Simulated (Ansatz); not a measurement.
# MnS (P6_3mc) in Ansatz: a series of runs

One crystal, MnS, is run at these levels: PBEsol; tasks: band structure.

All numbers are computed with Ansatz 0.2.0; they aren't measurements. Logs are shortened: lines on timing, memory, paths and dates and some standing lists are left out, and cuts for length are marked.

## Step 1: Starting point

The structure is hexagonal, space group P6_3mc (No. 186). Conventional cell: a = 3.954 Å, b = 3.954 Å, c = 6.343 Å, α = 90.00°, β = 90.00°, γ = 120.00°. Mn (site symmetry 3m) is surrounded by 4 S at 2.36 to 2.42 Å. Around S (site symmetry 3m) lie 4 Mn at 2.36 to 2.42 Å.

The cell is a database's computed one.

## Step 2: Band structure, PBEsol, collinear spin, ferromagnetic start

Contents of input.yaml:

```yaml
crystal:
  lattice:
    - [3.9535769233, 0.0, 0.0]
    - [-1.9767884617, 3.4238980514, 0.0]
    - [0.0, 0.0, 6.34252886]
  atoms:
    - { symbol: Mn, position: [0.6666666667, 0.3333333333, 0.49884467], spin: 4.0 }
    - { symbol: Mn, position: [0.3333333333, 0.6666666667, 0.99884467], spin: 4.0 }
    - { symbol: S, position: [0.3333333333, 0.6666666667, 0.6261543] }
    - { symbol: S, position: [0.6666666667, 0.3333333333, 0.1261543] }
kpoints:
  mp_grid: { grid: [8, 8, 4] }
  band_path:
    path:
      - [0.0, 0.0, 0.0]
      - [0.5, 0.0, 0.0]
      - [0.3333333333, 0.3333333333, 0.0]
      - [0.0, 0.0, 0.0]
      - [0.0, 0.0, 0.5]
      - [0.5, 0.0, 0.5]
      - [0.3333333333, 0.3333333333, 0.5]
      - [0.0, 0.0, 0.5]
    npoints: 10
scf:
  occupations: { method: fermi_dirac, width: 0.05 }
hamiltonian:
  xc: pbesol
  pseudopotentials: { kind: all_electron, datasets: crystal }
magnetization:
  spin_polarized: true
output:
  forces: true
  stress: true
  eigenvalues: true
  elf: true
  volumetric_format: npy
```

Potentials or basis: all-electron PAW datasets made for the crystal.

The run is started by

```bash
$ ansatz run input.yaml --threads 4 --pin off --max-ram 12288MiB --backend cpu --events-out ev --progress --plain --runs-dir out
```

Log:

```text
Warning: RAYON_NUM_THREADS=4 ignored (pool sized by the plan → 4); use --threads N
hamiltonian.pseudopotentials.datasets: crystal makes datasets for this crystal and solves the spheres of its atoms anew in each pass: cutoff 280.0 eV, the density's 1120.0 eV; for an error of 0.50 meV an atom under PBE, 2.0 meV for the cell; an energy difference from a run of another recipe may be off by several times the error for the cell, under r2SCAN by more, where some 0.1 meV an atom stays at smaller errors; S in spheres of 1.074 Å, 6 of its electrons in bands; Mn in spheres of 1.286 Å, 15 of its electrons in bands
Engine: ansatz 0.2.0, x86_64-unknown-linux-gnu
Pseudopotentials: kind: all_electron
Pseudopotential: Mn, paw, valence charge 15, recommended cutoff 280 eV (normal), crystal/all_electron/pbesol/scalar/gaussian/Mn, Koelling and Harmon's equation, gaussian nucleus
Pseudopotential: S, paw, valence charge 6, recommended cutoff 280 eV (normal), crystal/all_electron/pbesol/scalar/gaussian/S, Koelling and Harmon's equation, gaussian nucleus
Functional definition: PBEsol
  exchange = pbesol_x
  correlation = pbesol_c
a search for the magnetic state begins, with frozen cores and fixed partial waves. It gives no result and prints no iterations
WARN: the search for the magnetic state of this step took 12 SCF iterations with frozen cores. It stayed in its first state, in which the spheres begin. It saw a lower state and didn't keep it. A lower state may remain. Its SCFs, which print nothing, raised: other_magnetic_order. The starting moments (-4.23, 4.23, 0.00, 0.00 Bohr magnetons, atom by atom) can lead lower
Crystal: 4 atoms, lattice volume = 85.857 Å³
Basis set: ecut = 280 eV, 941 PW (Γ), exchange–correlation on 48×48×72 points (8 copies of the dense FFT grid, shifted against one another)
Bands: 30, of which v1, the nominal top of the filled ones, is band 21 counted from 1 (20 counted from 0)
Symmetry: 12 space group operations
Space group: P63mc (ITA 186), of the structure as read, at distance tolerance 4.4e-5 Å
Magnetic group: BNS 186.203 (UNI 1433), of the structure as read, at distance tolerance 4.4e-5 Å
k-points: 30 of 256 (time reversal used)
Non-local potential: Mn, projectors of the file, l = 0: 2, l = 1: 2, l = 2: 2
Non-local potential: S, projectors of the file, l = 0: 1, l = 1: 1, l = 2: 2
PAW form: soft (Blöchl's): semilocal exchange-correlation on the pseudo side does not see the compensation charge
PAW one-centre angular grid: Mn, 590 points (default); XC on its mesh's 1917 points in the sphere
PAW one-centre angular grid: S, 110 points (default); XC on its mesh's 1907 points in the sphere
Initial density: read from a saved state, or passed on in memory by an earlier SCF of this step, an earlier step, the calling program or the single point that the run made first
Starting moments: Σ|m| = 8 μB on 2 of 4 sites; this step starts from the density that it was given
Initial wavefunctions: pseudopotential atomic-orbital guess
Functional: x = pbesol(κ = 0.804, μ = 0.12345679012345678), c = pbesol(β = 0.046)
iter 1 solved again at ethr=4.53e-5 eV; its pass at ethr=1.00e-1 eV (dr2=1.90e-2 eV) is discarded
SCF iter   1: F=—  HF=-84688.546546 eV  |F-HF|=—  |Δ(HF+E_count)|=         —  Δρ=7.68e-3 (↑7.68e-3 ↓4.55e-3)  dr2=2.08e-2  dr2_m=6.89e-3  M=9.826 μB ∫|m|=9.826 μB  β_m=0.30  ethr=4.53e-5  ⟨swp⟩=7.4  Hψ=12573  notcnv=0
preconditioner: auto → Kerker (q_TF=auto, 2.422 Å⁻¹)  [metal: Δε(μ)=0.046 eV  Ē_g=7.897 eV  σ=0.050 eV  W_gap=0.22  n_scr=22 (ndim 8)  ℏωp=20.4 eV  f_vac=0.041  D(μ)=1.47/eV (n_scr^D=2)]
[... 12 lines left out ...]
NSCF: frozen V_eff on 71 k-points
SCF converged after 9 iterations
Magnetization: 9.8184 μB (25.9092 up, 16.0908 down)
Absolute magnetization: 9.8184 μB (∫|ρ↑−ρ↓|)
Spin contamination: 0.0624 ħ² per cell (⟨S²⟩ above its minimum at these occupations)
Per-site moments (μB) at R_I (Å): [(4.086969877244818, 0.9750672638722446), (4.0869698772448215, 0.9750672638722446), (0.12306826225909749, 0.9750672638722446), (0.12306826225909802, 0.9750672638722446)]
Free energy (F): -84688.524435 eV
Harris-Foulkes:  -84688.524435 eV  (|F-HF|=4.07e-10)
Internal energy: -84688.511639 eV  (E = F + TS)
E sigma→0 (E₀):  -84688.518037 eV
Entropy (-TS):   -0.012797 eV (-3.199 meV/atom)
Past the cutoff: the bands carry plane waves up to 1.75 times it, of which those up to 1.5 times it add -0.000505 eV an atom, each by itself; the spheres take 0.000222 eV an atom off the energy for waves past 1.75 times it
By the cutoff:   a pressure is off by up to 0.006 GPa (1.2 times the spheres' own share and the shells' term, over an atom's volume, and 0.004 GPa: a bound that held against runs at twice the plane waves)
Past the cutoffs: a stress includes 0.0011 GPa for waves and charges beyond them, in addition to the slope of what the spheres take
In the spheres:  the bands' charges fall short by 1.1e-6 e at most (sound up to 1e-3)
Fermi energy:    8.145824 eV
--- Per-component energies (eV) ---
  E_band       = -684.624047
  E_kinetic    = 433.428034
  E_local      = -4085.847458  (includes V_loc(G=0)·N_el)
  E_nonlocal   = -540.855500
  E_hartree    = 1935.524524
  E_xc         = -214.155308
  E_vxc        = -278.133061  (∫ρ·V_xc dr)
  E_paw        = -86091.420216  (= ΣΔE_a)
  E_vpaw       = -7428.563286  (= ΣTr[D̂ρ^β])
  E_ewald      = -3469.480858
  E_smearing   = -0.012797  (= −TS)
  E_closure    = 7344.295143  (closes the sum)
  Σ components = -84688.524435   (vs F -84688.524435, Δ=0.00e0)
  The terms above E_closure are by the made datasets' own strengths, without shells solved beside the bands.
--- Forces (eV/Å), atoms counted from 1 ---
  atom   1  Mn     0.00000000    -0.00000000     0.27195522
  atom   2  Mn     0.00000000     0.00000000     0.27195522
  atom   3  S     -0.00000000     0.00000000    -0.27195621
  atom   4  S     -0.00000000    -0.00000000    -0.27195621
  max |Σ_I F_I| component: 1.99e-6 eV/Å
--- Stress (GPa, compression-positive) ---
       -1.314203       0.000000      -0.000000
        0.000000      -1.314203       0.000000
       -0.000000       0.000000       1.127434
  P = ⅓ Tr σ = -0.5003 GPa (-5.003 kbar)
--- Band table (eV; the first three rows and the last of 60) ---
  k-point 0 ↑: bands = ["-73.5316", "-73.5314", "-42.4129", "-42.4129", "-42.4122", "-42.4122", "-42.4002", "-42.3960", "-5.9299", "-5.1562", "2.1722", "3.1854", "3.2282", "3.2282", "3.3997", "3.3997", "4.8192", "4.8192", "5.1019", "5.1019", "5.2777", "7.3360", "7.3360", "8.3799", "8.4507", "8.4507", "9.1181"]
  k-point 1 ↑: bands = ["-73.5316", "-73.5314", "-42.4128", "-42.4128", "-42.4123", "-42.4123", "-42.3995", "-42.3966", "-5.8275", "-5.2820", "2.2816", "2.9960", "3.2415", "3.2415", "3.3615", "3.3615", "4.8741", "4.8741", "5.0773", "5.0773", "5.6572", "7.4818", "7.4818", "7.5905", "8.2699", "8.2699", "9.9867"]
  k-point 2 ↑: bands = ["-73.5315", "-73.5315", "-42.4125", "-42.4125", "-42.4125", "-42.4125", "-42.3981", "-42.3981", "-5.5663", "-5.5663", "2.6003", "2.6003", "3.2893", "3.2893", "3.2893", "3.2893", "4.9901", "4.9901", "4.9901", "4.9901", "6.5638", "6.5638", "7.8589", "7.8589", "7.8589", "7.8589", "10.7085"]
  k-point 29 ↓: bands = ["-68.9485", "-68.9485", "-37.9063", "-37.9063", "-37.9045", "-37.9045", "-37.9004", "-37.9004", "-4.7338", "-4.7338", "3.1589", "3.1589", "3.9811", "3.9811", "4.9800", "4.9800", "8.4596", "8.4596", "8.9784", "8.9784", "9.3304", "9.3304", "9.5243", "9.5243", "10.0256", "10.0256", "13.6388"]
```

bands.tsv:

```text
[... 85 lines left out ...]
```

Wall time 2.8 min (4 threads of Intel Xeon at 2.50GHz (Skylake/Cascade Lake), shared host); peak memory 1.4 GiB.

Results:

```yaml
Free_energy: -84688.5244 eV
Pressure: -0.5 GPa
Largest_force: 0.272 eV/Å
Band_gap_along_the_path: none (metal or under the smearing width)
Net_moment: 9.82 μB per cell
Absolute_moment: 9.82 μB per cell
Site_moments: Mn +4.09; S +0.12 μB
```

Forces in eV/Å, atoms in the order of the input:
```
Mn   0.000  0.000  0.272
Mn   0.000  0.000  0.272
S    0.000  0.000 -0.272
S    0.000  0.000 -0.272
```

Stress tensor (GPa, compression positive):
```
-1.31  0.00  0.00
 0.00 -1.31  0.00
 0.00  0.00  1.13
```

Levels at the corners of the path, in eV from the Fermi level:
Spin up:
```csv
point,band 24,band 25,band 26,band 27,band 28,band 29
Γ,0.23,0.30,0.30,0.97,2.62,5.60
M,-2.26,-1.16,-0.71,3.36,3.56,4.26
K,-1.73,-1.73,-1.67,3.46,5.35,5.35
Γ,0.23,0.30,0.30,0.97,2.62,5.60
A,-0.29,-0.29,-0.29,2.56,2.56,5.64
L,-1.47,-1.33,-1.33,2.95,2.95,5.01
H,-2.34,-1.23,-1.23,4.26,4.26,5.12
A,-0.29,-0.29,-0.29,2.56,2.56,5.64
```
Spin down:
```tsv
point	band 14	band 15	band 16	band 17	band 18	band 19
Γ	-3.34	-3.33	-3.33	0.49	0.49	0.79
M	-3.52	-3.44	-3.29	0.03	0.22	0.70
K	-4.00	-3.78	-3.78	0.13	0.28	0.28
Γ	-3.34	-3.33	-3.33	0.49	0.49	0.79
A	-3.35	-3.35	-3.35	0.81	0.81	0.81
L	-3.47	-3.37	-3.37	0.52	0.52	0.88
H	-4.29	-3.15	-3.15	0.28	0.28	0.84
A	-3.35	-3.35	-3.35	0.81	0.81	0.81
```

Caveat: semilocal functionals often make such compounds metallic where correlation or magnetic order opens a gap, which also shifts bond lengths; only a ferromagnetic start was run, and an antiferromagnetic order may lie lower in energy.

(Part 1 of 2 ends here.)
